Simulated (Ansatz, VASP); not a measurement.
# AlN in VASP and in Ansatz

```
Al N
1.0
     3.31348    0.00000    0.00000
    -1.65674    2.86956    0.00000
     0.00000    0.00000    3.68510
Al N
2 2
Cartesian
  0.0000 1.9130 2.7638
  1.6567 0.9565 0.9213
  0.0000 1.9130 0.9213
  1.6567 0.9565 2.7638
```

Alike in both runs: task single point; functional PBE; k mesh 9 × 9 × 6; occupations gaussian, width 0.05 eV; no spin polarisation.

|  | VASP | Ansatz |
| --- | --- | --- |
| version | VASP 6.6.1 | Ansatz 0.2.0 |
| potentials or method | VASP PAW PBE potentials, release 64 (Al, N) | scalar-relativistic, plane waves, PAW |
| plane-wave cutoff (eV) | 520 | 520 |
| valence electrons in the cell | 16 | 16 |

Ansatz gave:

```
gap on the k mesh at the Fermi level (eV) : 4.35
least direct gap on the mesh (eV)         : 4.35
```

Which values does VASP return?

gap on the k mesh at the Fermi level (eV): 4.37; least direct gap on the mesh (eV): 4.37.

Caveats: an odd mesh through Γ misses points on the zone boundary, where band edges often lie. Expect the measured gap to be larger: semilocal functionals such as PBE lack the derivative discontinuity.
